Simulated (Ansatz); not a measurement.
# Ag: the order of phases at one pressure

Which of fcc, bcc, hcp, beta tin, omega, sc has the lowest enthalpy for Ag at one common pressure? Methods of the runs shown: LAPW. Companion runs by PAW are cited.

Program: Ansatz 0.2.0. Level of theory: DFT, PBE, all-electron LAPW, scalar-relativistic. These are calculated values, not measurements.

### 1 The system as given

The structure is cubic, space group Fm-3m (No. 225). Conventional cell: a = 4.177 Å, b = 4.177 Å, c = 4.177 Å, α = 90.00°, β = 90.00°, γ = 90.00°. Ag (site symmetry m-3m) has 12 Ag at 2.95 Å as nearest neighbours.

Coordinates:

```cif
data_structure
_symmetry_space_group_name_H-M 'Fm-3m'
_symmetry_Int_Tables_number 225
_cell_length_a 4.1769
_cell_length_b 4.1769
_cell_length_c 4.1769
_cell_angle_alpha 90.000
_cell_angle_beta 90.000
_cell_angle_gamma 90.000
_cell_volume 72.87
loop_
_atom_site_label
_atom_site_type_symbol
_atom_site_symmetry_multiplicity
_atom_site_Wyckoff_symbol
_atom_site_fract_x
_atom_site_fract_y
_atom_site_fract_z
_atom_site_occupancy
Ag1 Ag 4 a 0.00000 0.00000 0.00000 1
```

The file gives the conventional cell by its symmetry; the runs use the cell typed in the input.

### 2 Fcc relaxed under pressure, LAPW

Contents of input.yaml:

```yaml
crystal:
  lattice:
    - [0.0, 2.0884433052, 2.0884433052]
    - [2.0884433052, 0.0, 2.0884433052]
    - [2.0884433052, 2.0884433052, 0.0]
  atoms:
    - { symbol: Ag, position: [0.0, 0.0, 0.0] }
kpoints:
  mp_grid: { grid: [16, 16, 16] }
scf:
  occupations: { method: fermi_dirac, width: 0.05 }
hamiltonian:
  xc: pbe
  pseudopotentials: { kind: all_electron, lapw: { basis_error: 0.0005 } }
output:
  forces: true
  stress: true
  eigenvalues: true
relax:
  f_tol: 0.005
  max_steps: 12
  cell: { p_target: -1.8, stress_tol: 0.03 }
```

Run with:

```console
$ ansatz run input.yaml --threads 1 --pin off --max-ram 3584MiB --backend cpu --events-out ev --progress --plain --runs-dir out
```

Further steps of the session: Bcc relaxed under pressure, LAPW; Hcp relaxed under pressure, LAPW; Beta tin relaxed under pressure, LAPW; Omega relaxed under pressure, LAPW; Sc relaxed under pressure, LAPW.

Before running it: what results should come out? Wanted: pressure; lowest (for each run or level that gives them).

**Answer**, as computed:

| quantity | value |
| --- | --- |
| pressure | -1.8 GPa |
| lowest (LAPW) | fcc, 4.2 meV/atom under hcp |
| lowest (PAW) | fcc, 4.2 meV/atom under hcp |

What this shows: By LAPW the order is fcc < hcp < bcc < omega < beta tin < sc. By PAW the order is fcc < hcp < bcc < omega < beta tin < sc. The methods agree on the lowest phase. Only these structures were tried, with electrons smeared by 0.05 eV and without vibrations, so the true ground state may be another. The k meshes differ between phases and weren't tested, which can move differences by some meV.
